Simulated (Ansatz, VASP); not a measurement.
## One calculation of Ir, two programs

File INCAR:

```
SYSTEM = Ir
PREC = Accurate ; ENCUT = 520
EDIFF = 1E-6 ; ISMEAR = -1
SIGMA = 0.05 ; LREAL = .FALSE.
LASPH = .TRUE. ; NELM = 80
ALGO = Normal ; ISIF = 2
LWAVE = .FALSE. ; LCHARG = .FALSE.
GGA = PE ; NBANDS = 10
```

File KPOINTS:

```
regular mesh
0
G
  14 14 14
  0 0 0
```

File POSCAR:

```
Ir
1.0
    2.5699655024      0.0000000000      0.0000000000
    0.0000000000      2.5699655024      0.0000000000
    0.0000000000      0.0000000000      2.5699655024
Ir
1
Direct
    0.0000000000      0.0000000000      0.0000000000
```

Input for Ansatz:

```yaml
crystal:
  lattice:
    - [2.5699655024, 0.0, 0.0]
    - [0.0, 2.5699655024, 0.0]
    - [0.0, 0.0, 2.5699655024]
  atoms:
    - { symbol: Ir, position: [0.0, 0.0, 0.0] }
kpoints:
  mp_grid: { grid: [14, 14, 14] }
  band_path:
    path:
      - [0.0, 0.0, 0.0]
      - [0.0, 0.5, 0.0]
      - [0.5, 0.5, 0.0]
      - [0.0, 0.0, 0.0]
      - [0.5, 0.5, 0.5]
      - [0.0, 0.5, 0.0]
      - [0.5, 0.5, 0.5]
      - [0.5, 0.5, 0.0]
    npoints: 14
scf:
  occupations: { method: fermi_dirac, width: 0.05 }
hamiltonian:
  xc: pbe
  pseudopotentials: { kind: all_electron, lapw: { basis_error: 0.001 } }
output:
  forces: true
  stress: true
  eigenvalues: true
  fatbands: true
  populations: true
  dos: { projected: true, de: 0.2, e_range: [-14, 8] }
```

This isn't the form of Ir at room conditions, which is fcc.

Alike in both runs: task single point; functional PBE; k mesh 14 × 14 × 14; occupations fermi-dirac, width 0.05 eV; no spin polarisation.

|  | VASP | Ansatz |
| --- | --- | --- |
| version | VASP 6.6.1 | Ansatz 0.2.0 |
| potentials or method | VASP PAW PBE potentials, release 64 (Ir) | all-electron LAPW, scalar-relativistic |
| plane-wave cutoff (eV) | 520 | see its input |

```csv
,VASP,Ansatz,Ansatz less VASP
pressure (GPa),0.2,0.0,-0.17
```

Ansatz ran all-electron here, so the differences hold the error of VASP's frozen core and of both bases.

The runs have no spin-orbit coupling, so splittings on Ir are missing.
